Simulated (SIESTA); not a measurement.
Runs of SIESTA 5.4.2 on TaN. It takes space group P-6m2 (No. 187, hexagonal). The conventional cell has a = 2.938 Å, b = 2.938 Å, c = 2.883 Å, α = 90.00°, β = 90.00°, γ = 120.00°. Around Ta (site symmetry -6m2) lie 6 N at 2.23 Å. N (site symmetry -6m2) has 6 Ta at 2.23 Å as nearest neighbours. 

| level | gap on the mesh (eV) | pressure (GPa) | relaxed volume (Å³/atom) |
| --- | --- | --- | --- |
| vdW-DF | none | 0.0 | 11.30 |
| vdW-DF2 | none | 0.1 | 11.63 |
| vdW-DF-C09 | none | -0.2 | 10.81 |
| VV10 | none | 0.0 | (a) |
| optB88-vdW | none | 0.0 | (b) |

Alike in all rows: task relaxation of cell and atoms; potentials or basis PseudoDojo 0.4 standard (PBE files), DZP (energy shift 0.003 Ry; two zetas on semicore shells); no spin polarisation; cell relaxed; k mesh 6 × 6 × 5; smearing fermi-dirac 0.05 eV; grid cutoff 800 Ry; energy shift 0.003 Ry; the mesh is coarse, so values aren't converged.

Problem. Estimate the missing entries.

Solution. (a) 11.24; (b) 11.04.

Caveats: all runs use coarse meshes; short orbitals over semicore shells can move pressures by several GPa; the potentials were made for another functional, which shifts forces and pressure; the basis of atomic orbitals isn't converged, which shifts pressures, moduli and gaps; the non-local part is tabulated coarsely and may be off by about a percent (some runs).

A k mesh can miss the band edges, and the runs leave out spin-orbit coupling on Ta.

A gap of «none» marks a metal or a gap under the smearing width.

Runs at the PBE level aren't shown here.
